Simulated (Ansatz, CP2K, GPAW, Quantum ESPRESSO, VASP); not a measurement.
## HfO2: programs and potentials compared

```
Hf O
1.0
     3.55802    0.00000    0.00000
     0.00000    3.55802    0.00000
     0.00000    0.00000    5.17186
Hf O
2 4
Direct
  0.00000 0.00000 0.00000
  0.50000 0.50000 0.50000
  0.00000 0.50000 0.19721
  0.50000 0.00000 0.30279
  0.50000 0.00000 0.80279
  0.00000 0.50000 0.69721
```

Measurements of this composition are mostly on another form, of space group No. 14.

Alike in all runs: task single point; functional PBEsol; k mesh 8 × 8 × 5; occupations fermi-dirac, width 0.05 eV; no spin polarisation; no spin-orbit coupling. Pressure is positive in compression and, in plane waves, holds the error of the finite cutoff, which Ansatz's Pulay term estimates and takes out.

| program and potentials | plane-wave cutoff (eV) | notes | pressure (GPa) | largest force (eV/Å) |
| --- | --- | --- | --- | --- |
| Ansatz, Ansatz PAW | 420 | potentials made for PBE, which Ansatz adapts in part; 12.67 valence electrons an atom on average; Pulay term of +0.84 GPa included | 1.87 | 0.092 |
| Quantum ESPRESSO, GBRV 1.5 PBEsol | 612 | 8 valence electrons an atom on average | 0.01 | 0.093 |
| VASP, PBE PAW files Hf_pv, O, 520 eV | 520 | potentials made for PBE; 7.33 valence electrons an atom on average | -1.37 | 0.062 |
| GPAW, PAW data sets generated for this functional | 800 | 8 valence electrons an atom on average | 2.43 | 0.208 |
| Ansatz, all-electron LAPW, scalar-relativistic | - | - | 1.91 | 0.090 |
| CP2K, POTENTIAL_UZH Hf GTH-PBE-q12, O GTH-PBE-q6; TZVP-MOLOPT-PBE-GTH basis | - | atomic basis; potentials made for PBE; 8 valence electrons an atom on average | -2.52 | 0.072 |

Force on atom 5 (O), eV/Å:

| program and potentials | x | y | z |
| --- | --- | --- | --- |
| Ansatz, Ansatz PAW | 0.000 | 0.000 | -0.092 |
| Quantum ESPRESSO, GBRV 1.5 PBEsol | 0.000 | 0.000 | -0.093 |
| VASP, PBE PAW files Hf_pv, O, 520 eV | 0.000 | 0.000 | -0.062 |
| GPAW, PAW data sets generated for this functional | 0.000 | 0.000 | -0.208 |
| Ansatz, all-electron LAPW, scalar-relativistic | 0.000 | 0.000 | -0.090 |
| CP2K, POTENTIAL_UZH Hf GTH-PBE-q12, O GTH-PBE-q6; TZVP-MOLOPT-PBE-GTH basis | 0.000 | 0.000 | -0.072 |

The pressure spans -2.52 (CP2K, POTENTIAL_UZH Hf GTH-PBE-q12, O GTH-PBE-q6; TZVP-MOLOPT-PBE-GTH basis) to 2.43 GPa (GPAW, PAW data sets generated for this functional), with all-electron results at 1.91. Rows in atomic bases carry the error of their basis and grid, which can be large.

Differences between rows come from potentials, basis sets and numerical settings, since the functional is the same but for its coding. Runs on potential files found faulty are left out.
